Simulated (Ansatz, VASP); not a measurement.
**One calculation of Pd, two programs**

```xyz
1
Lattice="0.0000 1.9465 1.9465 1.9465 0.0000 1.9465 1.9465 1.9465 0.0000" Properties=species:S:1:pos:R:3 pbc="T T T"
Pd    0.0000    0.0000    0.0000
```

Alike in both runs: task relaxation of cell and atoms; functional LDA; k mesh 12 × 12 × 12; occupations fermi-dirac, width 0.05 eV; no spin polarisation.

|  | VASP | Ansatz |
| --- | --- | --- |
| version | VASP 6.6.1 | Ansatz 0.2.0 |
| potentials or method | VASP PAW LDA potentials, release 64 (Pd), cutoff 600 eV | all-electron LAPW, scalar-relativistic |

Ansatz gave:

- relaxed volume (Å³/atom): 14.13
- relaxed cell length with the largest relative difference (Å): 2.714
- energy change over the relaxation (meV/atom): -18

Task: What did VASP give for the same quantities?

Result: Relaxed volume (Å³/atom): 14.15; relaxed cell length with the largest relative difference (Å): 2.715; energy change over the relaxation (meV/atom): -17.

Ansatz ran all-electron here, so the differences hold the error of VASP's frozen core and of both bases.

LDA usually gives volumes a few per cent too small. Zero-point motion and thermal expansion aren't in these numbers.
